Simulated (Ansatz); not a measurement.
# What internal relaxation does to the elastic constants of AlCu$_{3}$

Computed with DFT PBEsol, scalar-relativistic, plane waves, PAW (Ansatz). Cutoff 420 eV, 8×8×8 k-points (Γ-centred), Fermi-Dirac smearing of 0.15 eV. No spin polarisation.

The cell, relaxed at this level:
```xyz
8
Lattice="4.1745 0.0000 0.0000 0.0000 5.1246 0.0000 0.0000 0.0000 4.4711" Properties=species:S:1:pos:R:3 pbc="T T T"
Al    0.0000    0.0000    2.9712
Al    2.0873    2.5623    1.5000
Cu    0.0000    2.5623    2.9877
Cu    2.0873    0.0000    1.4834
Cu    0.0000    1.2865    0.7333
Cu    0.0000    3.8382    0.7333
Cu    2.0873    1.2759    3.7378
Cu    2.0873    3.8488    3.7378
```

In a metal, frequencies and elastic constants depend on the k mesh and the smearing, soft modes and shear constants most.

Clamped-ion constants (GPa, Voigt order; atoms follow the strain homogeneously):
```
281.1  87.8  94.8   0.0   0.0   0.0
 87.8 256.4 108.3   0.0   0.0   0.0
 94.8 108.2 250.8   0.0   0.0   0.0
  0.0   0.0   0.0  65.2   0.0   0.0
  0.0   0.0   0.0   0.0  59.8   0.0
  0.0   0.0   0.0   0.0   0.0  55.0
```

Q: What are the constants once the atoms relax in each strained cell?

A:
C11 = 281.1, C12 = 87.4, C13 = 95.2, C22 = 235.2, C23 = 128.5, C33 = 231.2, C44 = 42.1, C55 = 59.7, C66 = 55.0 GPa; the others vanish.
The Voigt shear modulus goes from 69.2 to 60.5 GPa and the Voigt bulk modulus doesn't change. Relaxation subtracts ΛᵀK⁻¹Λ/V, with Λ the forces that a strain puts on the atoms and K the zone-centre force constants. At a stable cell this can only lower the diagonal constants, and it acts only for strains that share their symmetry with an optical mode; elsewhere, and where the coupling is weak, the constants hardly move.

Cost: 2 runs of about 48 core-minutes in all, on Intel Xeon Platinum 8488C (Sapphire Rapids), Intel Xeon 6975P-C (Granite Rapids) (shared hosts).